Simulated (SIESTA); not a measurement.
Set up this calculation in SIESTA 5.4.2, as an ASE script.

```yaml
Task: band structure
Functional: RPBE
Potentials_or_basis: PseudoDojo 0.4 standard (PBE files)
Basis: DZP (energy shift 0.003 Ry)
Grid_cutoff: 500 Ry
Energy_shift: 0.003 Ry
k_mesh: 10 × 10 × 5
Occupations: fermi-dirac, width 0.05 eV
Spin: no spin polarisation
```

The system is SiC (Moissanite).

```
CELL_PARAMETERS angstrom
3.07600 0.00000 0.00000
-1.53800 2.66389 0.00000
0.00000 0.00000 5.04800
ATOMIC_POSITIONS crystal
Si 0.66667 0.33333 0.50000
Si 0.33333 0.66667 0.00000
C 0.66667 0.33333 0.88500
C 0.33333 0.66667 0.38500
```

The input as run:

run.py

```python
from ase import Atoms
from ase.calculators.siesta import Siesta
from ase.units import Ry, GPa

atoms = Atoms(
    ['Si', 'Si', 'C', 'C'],
    cell=[
        [3.076, 0.0, 0.0],
        [-1.538, 2.663894142, 0.0],
        [0.0, 0.0, 5.048],
    ],
    scaled_positions=[
        [0.6666666667, 0.3333333333, 0.5],
        [0.3333333333, 0.6666666667, 0.0],
        [0.6666666667, 0.3333333333, 0.885],
        [0.3333333333, 0.6666666667, 0.385],
    ],
    pbc=True,
)

fdf = {
    'SCFMustConverge': False,
    'OccupationFunction': 'FD',
    'ElectronicTemperature': '0.05 eV',
    'MaxSCFIterations': '120',
    'SCF.Mixer.Method': 'Pulay',
    'SCF.Mixer.Weight': '0.25',
    'SCF.Mixer.History': '8',
    'SCF.DM.Tolerance': '5.0e-05',
    'SCF.H.Tolerance': '1.0e-03 eV',
    'WriteForces': 'true',
    'Charge.Mulliken': 'end',
    'BandLinesScale': 'ReciprocalLatticeVectors',
    'BandLines': ['  1    0.000000   0.000000   0.000000  \\Gamma', ' 11    0.500000   0.000000   0.000000  M', '  7    0.333333   0.333333   0.000000  K', ' 13    0.000000   0.000000   0.000000  \\Gamma', '  6    0.000000   0.000000   0.500000  A', ' 11    0.500000   0.000000   0.500000  L', '  7    0.333333   0.333333   0.500000  H', ' 13    0.000000   0.000000   0.500000  A', '  1    0.500000   0.000000   0.500000  L', '  6    0.500000   0.000000   0.000000  M', '  1    0.333333   0.333333   0.000000  K', '  6    0.333333   0.333333   0.500000  H'],
}
calc = Siesta(
    label="SiC",
    command="siesta < PREFIX.fdf > PREFIX.out",
    pseudo_path="pseudos",
    pseudo_qualifier="",
    xc=('GGA', 'RPBE'),
    basis_set="DZP",
    mesh_cutoff=500 * Ry,
    energy_shift=0.003 * Ry,
    kpts=[10, 10, 5],
    spin="non-polarized",
    fdf_arguments=fdf,
)
atoms.calc = calc

print(f"energy = {atoms.get_potential_energy():.6f} eV")
free = atoms.get_potential_energy(force_consistent=True)
print(f"free energy = {free:.6f} eV")
print("forces (eV/A):")
print(atoms.get_forces(apply_constraint=False).round(6))
print("stress (GPa, Voigt order, tension positive):", (atoms.get_stress() / GPa).round(4))
```

Potentials or basis: PseudoDojo 0.4 standard (PBE files), DZP (energy shift 0.003 Ry).

Command:

```console
$ python run.py
```

Results of the run:

* Pressure: 7.5 GPa
* Largest force: 0.840 eV/Å
* Band gap on the k mesh: 2.52 eV, indirect (least direct gap 4.13 eV)
* Band gap along the path: 2.37 eV, indirect (least direct gap 4.13 eV)

Caveat: the potentials were made for another functional, which shifts forces and pressure; the mesh misses the band edges, which the band path finds closer together; the basis of atomic orbitals isn't converged, which shifts pressures, moduli and gaps.

It took 97 s on 1 thread of Intel(R) Xeon(R) Platinum 8259CL CPU @ 2.50GHz (Skylake/Cascade Lake), with other jobs on the host, peak memory 0.3 GiB.
